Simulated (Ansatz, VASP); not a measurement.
One calculation of Si, two programs

File INCAR:

```
PREC = Accurate
ENCUT = 520
EDIFF = 1E-6
ISMEAR = 0
SIGMA = 0.05
LREAL = False
LASPH = True
NELM = 150
ALGO = Fast
ISIF = 2
LWAVE = False
LCHARG = False
ISPIN = 2
MAGMOM = 0 0 0 0 2
LORBIT = 11
LDIPOL = True
IDIPOL = 3
DIPOL = 0.5 0.5 0.336
GGA = CA
NBANDS = 22
```

KPOINTS

```
regular mesh
0
Gamma
  9 9 1
```

Contents of POSCAR:

```
Si
1.0
    3.8197534856      0.0000000000      0.0000000000
   -1.9098767428      3.3080035547      0.0000000000
    0.0000000000      0.0000000000     20.8774703619
Si
5
Direct
    0.3333333333      0.6666666667      0.1915940931
    0.0000000000      0.0000000000      0.2289407592
    0.0000000000      0.0000000000      0.3465910495
    0.6666666667      0.3333333333      0.3773191975
    1.4444444444     -0.4444444444      0.5339473686
```

Input for Ansatz:

```yaml
crystal:
  lattice:
    - [3.8197534856, 0.0, 0.0]
    - [-1.9098767428, 3.3080035547, 0.0]
    - [0.0, 0.0, 20.8774703619]
  atoms:
    - { symbol: Si, position: [0.3333333333, 0.6666666667, 0.1915940931] }
    - { symbol: Si, position: [0.0, 0.0, 0.2289407592] }
    - { symbol: Si, position: [0.0, 0.0, 0.3465910495] }
    - { symbol: Si, position: [0.6666666667, 0.3333333333, 0.3773191975] }
    - { symbol: Si, position: [1.4444444444, -0.4444444444, 0.5339473686], spin: 2.0 }
basis:
  ecutwfc: 420
kpoints:
  mp_grid: { grid: [9, 9, 1] }
hamiltonian:
  xc: lda
scf:
  occupations: { method: gaussian, width: 0.05 }
output:
  forces: true
  eigenvalues: true
  populations: true
magnetization:
  spin_polarized: true
efield:
  axis: 3
  dipole_correction: true
  ramp_width: 0.04
```

Alike in both runs: task single point; functional LDA; k mesh 9 × 9 × 1; occupations gaussian, width 0.05 eV; collinear spin.

```csv
,VASP,Ansatz
version,VASP 6.6.1,Ansatz 0.2.0
potentials or method,"VASP PAW LDA potentials, release 64 (Si)","scalar-relativistic, plane waves, PAW"
plane-wave cutoff (eV),520,420
valence electrons in the cell,20,20
```

Ansatz gave:

```
gap on the k mesh at the Fermi level (eV)                     : none
rms of the force components (eV/Å)                            : 0.410
net moment per atom (μB)                                      : 0.14
size of the moment on the site where the two differ most (μB) : 0.23
```

Task: Which values does VASP return?

Result: gap on the k mesh at the Fermi level (eV): none; rms of the force components (eV/Å): 0.411; net moment per atom (μB): 0.14; size of the moment on the site where the two differ most (μB): 0.10.

Site moments also hang on the region over which each program counts them. Atom by atom the forces differ by 0.002 eV/Å (rms over components). A gap of «none» marks a metal or a gap that the smearing closes.
